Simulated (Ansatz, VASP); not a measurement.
# Two plane-wave programs on TiTe2

Contents of INCAR:

```
SYSTEM = TiTe2
PREC = Accurate
ENCUT = 520
EDIFF = 1E-6
ISMEAR = -1
SIGMA = 0.02
LREAL = .False.
LASPH = .True.
NELM = 100
ALGO = Normal
ISIF = 2
LWAVE = .False.
LCHARG = .False.
GGA = PE
IVDW = 13
NBANDS = 19
```

KPOINTS

```
regular mesh
0
Gamma
  6 6 4
  0 0 0
```

The input POSCAR:

```
TiTe2
1.0
    3.7903815437      0.0000000000      0.0000000000
   -1.8951907719      3.2825667069      0.0000000000
    0.0000000000      0.0000000000      6.5558879831
Ti Te
1 2
Direct
    0.0000000000      0.0000000000      0.0000000000
    0.6666666667      0.3333333333      0.2577957668
    0.3333333333      0.6666666667      0.7422042332
```

Input for Ansatz:

```yaml
crystal:
  lattice:
    - [3.7903815437, 0.0, 0.0]
    - [-1.8951907719, 3.2825667069, 0.0]
    - [0.0, 0.0, 6.5558879831]
  atoms:
    - { symbol: Ti, position: [0.0, 0.0, 0.0] }
    - { symbol: Te, position: [0.6666666667, 0.3333333333, 0.2577957668] }
    - { symbol: Te, position: [0.3333333333, 0.6666666667, 0.7422042332] }
kpoints:
  mp_grid: { grid: [6, 6, 4] }
hamiltonian:
  xc: pbe
  dispersion: d4
scf:
  occupations: { method: fermi_dirac, width: 0.02 }
  n_extra_bands: 4
output:
  forces: true
  stress: true
  eigenvalues: true
```

Alike in both runs: task single point; functional PBE; dispersion D4; k mesh 6 × 6 × 4; occupations fermi-dirac, width 0.02 eV; no spin polarisation.

|  | VASP | Ansatz |
| --- | --- | --- |
| version | VASP 6.6.1 | Ansatz 0.2.0 |
| potentials or method | VASP PAW PBE potentials, release 64 (Ti_sv, Te) | plane waves |
| plane-wave cutoff (eV) | 520 | 420 |
| valence electrons in the cell | 24 | 44 |

Ansatz gave:

```
pressure (GPa)                                  : -1.4
largest component of the traceless stress (GPa) : 0.33
rms of the force components (eV/Å)              : 0.050
dispersion energy (meV/atom)                    : -413.4
```

Question: Which values does VASP return?

Answer: Pressure (GPa): -1.4; largest component of the traceless stress (GPa): 0.35; rms of the force components (eV/Å): 0.054; dispersion energy (meV/atom): -413.2.

Atom by atom the forces differ by 0.004 eV/Å (rms over components). The two sets of potentials don't hold the same shells in valence.

The runs have no spin-orbit coupling, so splittings on Te are missing.
